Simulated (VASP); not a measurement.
## Pt: relaxation of cell and atoms with PBE

Crystal: Pt.

```
Pt
1.0
     0.00000    1.98597    1.98597
     1.98597    0.00000    1.98597
     1.98597    1.98597    0.00000
Pt
1
Direct
  0.00000 0.00000 0.00000
```

```yaml
Program: VASP 6.6.1
Task: relaxation of cell and atoms
Functional: PBE
Potentials_or_basis: VASP PAW PBE potentials, release 64 (Pt)
Cutoff: 520 eV
k_mesh: 18 × 18 × 18
Occupations: gaussian, width 0.1 eV
Spin: non-collinear spin, zero start, spin-orbit coupling
Starting_moments: "[[0.0, 0.0, 0.0]] μB"
Further_INCAR_settings: ALGO = Normal; EDIFF = 1e-07; IBRION = 2; EDIFFG = -0.002; NSW = 80; ISIF = 3
```

| Item | Value |
| --- | --- |
| Pressure after relaxing | 0.0 GPa |
| Net moment | 0.00 μB per cell |
| Valence electrons inside the program's atomic spheres | Pt 9.20 |

Final structure:
```
CELL_PARAMETERS angstrom
0.00000 1.98597 1.98597
1.98597 0.00000 1.98597
1.98597 1.98597 0.00000
ATOMIC_POSITIONS crystal
Pt 0.00000 0.00000 0.00000
```

Moments on the atoms (μB; x, y, z):
```
Pt  0.00 0.00 0.00
```

Wall time 18 s on 4 MPI ranks on Intel(R) Xeon(R) 6975P-C (Granite Rapids) (shared host), peak memory 0.25 GiB a rank.

Caveat: the relaxation stopped at its first step, so nothing moved.
